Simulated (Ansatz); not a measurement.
Starting structure of a cell relaxation (symmetry kept):

Space group Pm-3m (No. 221). a = 3.536 Å, b = 3.536 Å, c = 3.536 Å, α = 90.00°, β = 90.00°, γ = 90.00°
```json
{"atom": "Fe", "site": "1a", "symmetry": "m-3m", "x": "0.0000", "y": "0.0000", "z": "0.0000"}
{"atom": "Co", "site": "3c", "symmetry": "4/mm.m", "x": "0.5000", "y": "0.5000", "z": "0.0000"}
```

Level of theory: Ansatz 0.2.0, DFT r2SCAN, scalar-relativistic, plane waves, PAW.

Settings: cutoff 500 eV, Γ-centred mesh 12×12×12 on the computed 4-atom cell, Gaussian smearing of 0.10 eV; collinear spin from starting moments 3.22 2.09 2.09 2.09 μB.

Task: What does it relax to?

Result: The volume goes up by 0.01 Å³/atom to 11.06 Å³/atom, and the energy changes by under 0.1 meV/atom. The cell ends with a moment of 8.17 μB (only this magnetic start was tried). Final structure:
```
Fe Co
1.0
     3.53709    0.00000    0.00000
     0.00000    3.53709    0.00000
     0.00000    0.00000    3.53709
Fe Co
1 3
Direct
  0.00000 0.00000 0.00000
  0.50000 0.50000 0.00000
  0.50000 0.00000 0.50000
  0.00000 0.50000 0.50000
```

Course of the relaxation (steps run on the plane waves of an earlier cell, and the basis is chosen afresh near the end, so energy and pressure can step there; trial steps that raised the energy were taken back; energies are free energies):

```tsv
step	P (GPa)	V (Å³/atom)
1	0.24	11.05
2	0.11	11.06
3	0.00	11.06
4	0.00	11.06
```

The state reached may not be the lowest one. Only parallel moments were tried here.